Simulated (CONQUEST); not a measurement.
Write the native input for CONQUEST 1.3 that does the following.

| Item | Value |
| --- | --- |
| Task | single point |
| Functional | PBE |
| Potentials or basis | PseudoDojo NC PBE, SZP, grid cutoff 150 Ha |
| k mesh | 13 × 13 × 9 |
| Occupations | fermi-dirac, width 0.05 eV |
| Spin | no spin polarisation |
| Solver | diagonalisation |
| SCF tolerance | 1e-06 |

BN:

```
N B
1.0
     2.56397    0.00000    0.00000
     0.00000    2.56397    0.00000
     0.00000    0.00000    3.62600
N B
2 2
Direct
  0.00000 0.50000 0.75000
  0.50000 0.00000 0.25000
  0.00000 0.00000 0.00000
  0.50000 0.50000 0.50000
```

The cell is a database's computed one.

These files were run (other wordings do the same):

Conquest_input

```
IO.Title BN
IO.Coordinates coords.dat
IO.FractionalAtomicCoords T
IO.Iprint 2
IO.Iprint_init 1
General.NumberOfSpecies 2
General.PseudopotentialType hamann
AtomMove.TypeOfRun static
AtomMove.FullStress T
Grid.GridCutoff 150
DM.SolutionMethod diagon
Diag.MPMesh T
Diag.GammaCentred T
Diag.MPMeshX 13
Diag.MPMeshY 13
Diag.MPMeshZ 9
Diag.kT 0.00183747
minE.SCTolerance 1e-6
SC.MaxIters 100
IO.AtomChargeOutput T
%block ChemicalSpeciesLabel
1 14.010 N
2 10.810 B
%endblock
```

coords.dat

```
    4.8452022313     0.0000000000     0.0000000000
    0.0000000000     4.8452022313     0.0000000000
    0.0000000000     0.0000000000     6.8521507073
4
  0.0000000000   0.5000000000   0.7500000000 1 T T T
  0.5000000000   0.0000000000   0.2500000000 1 T T T
  0.0000000000   0.0000000000   0.0000000000 2 T T T
  0.5000000000   0.5000000000   0.5000000000 2 T T T
```

Potentials or basis: PseudoDojo NC PBE, SZP, grid cutoff 150 Ha.

Command:

```sh
$ OMP_NUM_THREADS=1 Conquest
```

It gave:

```json
{"Pressure": "11.5 GPa", "Band gap on the k mesh": "4.77 eV", "Mulliken charges": "N -0.47; B +0.47 e"}
```

Caveat: the atomic basis is small; Mulliken charges move with the basis; an odd mesh through Γ misses points on the zone boundary, where band edges often lie; the basis of atomic orbitals isn't converged, which shifts pressures, moduli and gaps; the real-space grid breaks the cell's symmetry a little.

Run time: 100 s on 1 thread of Intel(R) Xeon(R) Platinum 8488C (Sapphire Rapids) (shared host), peak memory 0.44 GiB.
